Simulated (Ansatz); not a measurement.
GaAs: excitons and shallow donors from band masses and screening

Level of theory: Ansatz 0.2.0, DFT PBE, scalar-relativistic, plane waves, PAW.

Settings: cutoff 420 eV, Γ-centred mesh 12×12×12 on the computed 2-atom cell, Gaussian smearing of 0.02 eV; no spin polarisation.

Relaxed cell: F-43m, a = 5.745 Å, b = 5.745 Å, c = 5.745 Å, α = 90.00°, β = 90.00°, γ = 90.00°, 2 atoms in the primitive cell.

The calculation gives a Kohn–Sham gap of 0.16 eV, an electron mass of 0.0157 mₑ and a hole mass of 0.0434 mₑ (harmonic means over x, y, z and over the bands degenerate at each edge), and ε∞ = 16.51 (independent particles, mean of the diagonal).

**Question.** Estimate the binding energy and radius of a Wannier–Mott exciton and of a shallow donor, and say whether the hydrogenic model can hold.

**Answer.** The reduced mass is μ = mₙmₕ/(mₙ + mₕ) = 0.0115 mₑ, with mₙ and mₕ the band masses. With E_b = 13.606 eV × μ/ε² and a = 0.529 Å × ε/μ (μ in mₑ) the exciton has E_b = 0.6 meV and a = 758 Å. For a donor μ is the electron mass: 0.8 meV and 556 Å. The exciton's radius is 187 times the shortest lattice vector (4.06 Å), so the continuum picture is reasonable. In a polar crystal the ions screen too, so a state bound more weakly than an optical phonon feels the larger static constant, which lowers the energy and widens the orbit. The other way, the small Kohn–Sham gap and the missing local fields make ε∞ too large and the masses tend to be too light, which underbinds.